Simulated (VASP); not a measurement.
**Pd under changes of volume**

One of the cells (14.520 Å³/atom); the others are scaled copies at fixed shape and fractional positions:

```
CELL_PARAMETERS angstrom
0.00000 1.93632 1.93632
1.93632 0.00000 1.93632
1.93632 1.93632 0.00000
ATOMIC_POSITIONS crystal
Pd 0.00000 0.00000 0.00000
```

| Property | Result |
| --- | --- |
| Program | VASP 6.6.1 |
| Functional | PBEsol |
| Potentials or basis | VASP PAW PBE potentials, release 64 (Pd) |
| Cutoff | 520 eV |
| k mesh | 10 × 10 × 10 |
| Occupations | fermi-dirac, width 0.05 eV |
| Spin | no spin polarisation |

| volume (Å³/atom) | energy over the lowest point (meV/atom) | pressure (GPa) |
| --- | --- | --- |
| 13.939 | 16.14 | 9.4 |
| 14.229 | ? | ? |
| 14.520 | 0.00 | 0.0 |
| 14.810 | 3.64 | -3.8 |
| 15.101 | 13.85 | -7.4 |

Q: What does the run at 14.229 Å³/atom give?

A: Energy over the lowest point 3.80 meV/atom; pressure 4.4 GPa.

Worked out: A Birch-Murnaghan fit of order 2 (a polynomial in V^(-2/3)) to the other rows has its minimum at 14.52 Å³/atom with B0 = V·E''(V) = 205 GPa. It gives 3.98 meV/atom at 14.229 Å³/atom, against the run's 3.80, and -dE/dV = 4.4 GPa, against 4.4.

Energies are extrapolated to zero smearing.

Caveats: the PAW data sets were made with another functional, which shifts forces and pressure a little.
